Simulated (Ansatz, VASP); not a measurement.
Given: the input of a run of Ansatz 0.2.0 on In.

The input input.yaml:

```yaml
crystal:
  lattice:
    - [3.3793777732, 0.0, 0.0]
    - [-1.6896888866, 2.9266270006, 0.0]
    - [0.0, 0.0, 5.5816399564]
  atoms:
    - { symbol: In, position: [0.6666666667, 0.3333333333, 0.75] }
    - { symbol: In, position: [0.3333333333, 0.6666666667, 0.25] }
hamiltonian:
  xc: lda
  pseudopotentials: { kind: paw }
kpoints:
  mp_grid: { grid: [9, 9, 5] }
scf:
  occupations: { method: fermi_dirac, width: 0.05 }
output:
  forces: true
  stress: true
  eigenvalues: true
```

Potentials or basis: Ansatz PAW.

Command:

```console
$ ansatz run input.yaml --threads 1 --pin off --max-ram 3584MiB --backend cpu --events-out ev --progress --plain --runs-dir out
```

Q: Translate it to VASP 6.6.1. Potentials there: VASP PAW LDA potentials, release 64 (In_d).

A: As run (the cutoff follows the program's own potentials):

File INCAR:

```
SYSTEM = In
PREC = Accurate
ENCUT = 520
EDIFF = 1E-6
ISMEAR = -1
SIGMA = 0.05
LREAL = .FALSE.
LASPH = .TRUE.
NELM = 100
ALGO = Fast
ISIF = 2
LWAVE = .FALSE.
LCHARG = .FALSE.
NBANDS = 20
```

KPOINTS

```
regular mesh
0
G
  9 9 5
  0 0 0
```

File POSCAR:

```
In
1.0
    3.3793777732      0.0000000000      0.0000000000
   -1.6896888866      2.9266270006      0.0000000000
    0.0000000000      0.0000000000      5.5816399564
In
2
Direct
    0.6666666667      0.3333333333      0.7500000000
    0.3333333333      0.6666666667      0.2500000000
```

Potentials or basis: VASP PAW LDA potentials, release 64 (In_d).

Launch:

```console
$ cat potpaw_LDA.64/In_d/POTCAR > POTCAR
$ mpirun -np 1 vasp_std > vasp.out
```

Both were run:

|  | VASP | Ansatz | Ansatz less VASP |
| --- | --- | --- | --- |
| gap on the k mesh at the Fermi level (eV) | none | none | - |
| pressure (GPa) | -4.0 | -3.9 | +0.07 |
| largest component of the traceless stress (GPa) | 0.41 | 0.46 | +0.048 |

A gap of «none» marks a metal or a gap that the smearing closes.

Caveats: the PAW data sets come from PBE, with cores solved anew for the run's functional, which leaves a small shift of forces and pressure (Ansatz).
